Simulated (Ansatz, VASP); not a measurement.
**One calculation of K, two programs**

File INCAR:

```
ALGO = Fast
EDIFF = 1E-6
ENCUT = 520
GGA = PE
ISIF = 2
ISMEAR = 0
LASPH = T
LCHARG = T
LELF = T
LREAL = F
LVHAR = T
LWAVE = F
NBANDS = 10
NELM = 60
PREC = Accurate
SIGMA = 0.15
```

The input KPOINTS:

```
k-points
0
Gamma
  12 12 12
```

POSCAR

```
K
1.0
    4.5044092670      0.0000000000      0.0000000000
    0.0000000000      4.3104394900      0.0000000000
    0.0000000000      0.0000000000      4.3104394900
K
1
Direct
    0.0000000000      0.0000000000      0.0000000000
```

Input for Ansatz:

```yaml
crystal:
  lattice:
    - [4.504409267, 0.0, 0.0]
    - [0.0, 4.31043949, 0.0]
    - [0.0, 0.0, 4.31043949]
  atoms:
    - { symbol: K, position: [0.0, 0.0, 0.0] }
basis:
  ecutwfc: 420
kpoints:
  mp_grid: { grid: [12, 12, 12] }
hamiltonian:
  xc: pbe
scf:
  occupations: { method: gaussian, width: 0.15 }
output:
  forces: true
  stress: true
  eigenvalues: true
```

Change from the starting cell: strain +0.0450 x Voigt [1, 0, 0, 0, 0, 0], atoms carried along.

Alike in both runs: task single point; functional PBE; k mesh 12 × 12 × 12; occupations gaussian, width 0.15 eV; no spin polarisation.

```csv
,VASP,Ansatz
version,VASP 6.6.1,Ansatz 0.2.0
potentials or method,"VASP PAW PBE potentials, release 64 (K_sv)","scalar-relativistic, plane waves, PAW"
plane-wave cutoff (eV),520,420
valence electrons in the cell,9,9
```

|  | VASP | Ansatz | Ansatz less VASP |
| --- | --- | --- | --- |
| gap on the k mesh at the Fermi level (eV) | none | none | - |
| pressure (GPa) | -0.1 | -0.1 | 0.00 |
| largest component of the traceless stress (GPa) | 0.21 | 0.21 | 0.000 |

A gap of «none» marks a metal or a gap that the smearing closes. With one functional, cell and mesh, what is left measures potentials, basis and numerics.
